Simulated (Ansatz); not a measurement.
**Ti2C under pressure: fit and missing row**

Ti2C, R-3m, a = 3.053 Å, c = 14.318 Å. The structure is a Materials Project entry; whether it is the stable form wasn't checked. Ansatz: PBEsol, PAW, 420 eV, Γ-centred 18×18×18 mesh on 3 atoms, Gaussian smearing 0.10 eV; no spin polarisation. Cell and atoms are relaxed at each pressure, and no other structure is tried, so the rows at high pressure may lie past a change of phase.

| V (Å³/atom) | P (GPa) |
| --- | --- |
| 10.014 | 59.98 |
| 11.056 | 29.99 |
| 11.781 | 15.00 |
| 12.213 | 8.00 |
| 12.582 | 3.01 |
| 12.840 | -0.02 |
| ? | -3.01 |

Problem. Take V0 = 12.840 Å³/atom, count pressures from its P0 = -0.02 GPa, fit the third-order Birch–Murnaghan form to the other rows, and predict the missing volume.

Solution. With the Eulerian strain f = ½[(V0/V)^(2/3) − 1] and y = (P − P0)/[3f(1 + 2f)^(5/2)], the form is the line y = B0 + 1.5 B0 (B0′ − 4) f. Rows (f, y): 0.09012, 146.7; 0.05244, 148.7; 0.02953, 146.9; 0.01697, 144.9; 0.00681, 143.4. Means f = 0.03917, y = 146.12; Σ(Δf)² = 0.004405, ΣΔfΔy = 0.1714; the slope is their ratio. y = 144.6 + 38.90 f GPa, so B0 = 144.6 GPa and B0′ = 4 + 2 × (38.90)/(3 × 144.6) = 4.18. P = -3.01 GPa is met at f = -0.00716 (y = 144.32), so V = V0 (1 + 2f)^(−3/2) = 13.121 Å³/atom. The run gave 13.128 Å³/atom, so the fit is 0.007 Å³/atom too low, within the rms miss on the fitted rows (0.011 Å³/atom). With a term in f² added B0′ becomes 5.11, so this figure hangs on the form.

The missing volume is predicted well because the extrapolation is short: near V0 the answer depends almost entirely on B0 and hardly at all on B0′. The small miss still looks systematic. The values of y rise from 143.4 to 148.7 with compression, then fall to 146.7 in the most compressed row, which breaks the trend and flattens the fitted line. The line therefore lies above the row nearest V0, making the lattice slightly too stiff there and the expanded volume too small, as found.

The stiffness itself probably comes from Ti d–C p bonds, with softer metallic Ti–Ti contacts where carbon sites are empty, as expected for a carbide with half the carbon of rocksalt TiC. Early closing-up of those carbon-free regions could explain the initial stiffening. The later drop in y may reflect a shift in band filling or in the cell's axial ratio, or equally a basis-set error in the stress that varies with volume. B0 is thus reasonably well supported, whereas the curvature can't be assigned to a bonding change from pressures and volumes alone.
